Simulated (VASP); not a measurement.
BAs:

```xyz
2
Lattice="0.0000 2.3885 2.3885 2.3885 0.0000 2.3885 2.3885 2.3885 0.0000" Properties=species:S:1:pos:R:3 pbc="T T T"
As    3.5827    3.5827    3.5827
B     0.0000    0.0000    0.0000
```

* Program: VASP 6.6.1
* Task: relaxation of cell and atoms
* Functional: PBEsol0
* Potentials or basis: VASP PAW PBE potentials, release 64 (As, B)
* Cutoff: 600 eV
* k mesh: 5 × 5 × 5
* Occupations: fermi-dirac, width 0.05 eV
* Spin: no spin polarisation

At the start: pressure -2.9 GPa; volume 13.63 Å³/atom.

Task: How do energy, volume and symmetry change on relaxing?

Result: Over 3 steps the energy falls by 2.3 meV/atom and the volume is 13.37 Å³/atom (-1.9 %); space group F-43m (No. 216, to 0.05 Å).

Step by step:
```
step  energy change (eV)  largest force (eV/Å)  pressure (GPa)  volume (Å³)
   1              0.0000                0.0000           -2.86        27.25
   2             -0.0013                0.0000            2.56        26.30
   3             -0.0047                0.0000            0.00        26.74
```

Final structure:
```cif
data_structure
_symmetry_space_group_name_H-M 'P 1'
_symmetry_Int_Tables_number 1
_cell_length_a 3.3563
_cell_length_b 3.3563
_cell_length_c 3.3563
_cell_angle_alpha 60.000
_cell_angle_beta 60.000
_cell_angle_gamma 60.000
_cell_volume 26.74
loop_
_atom_site_label
_atom_site_type_symbol
_atom_site_fract_x
_atom_site_fract_y
_atom_site_fract_z
_atom_site_occupancy
As1 As 0.75000 0.75000 0.75000 1
B1 B 0.00000 0.00000 0.00000 1
```

Caveat: the k mesh is coarse (spacing up to 0.46 Å⁻¹), so the values aren't converged, least of all with exact exchange; the PAW data sets were made with another functional, which shifts forces and pressure a little.
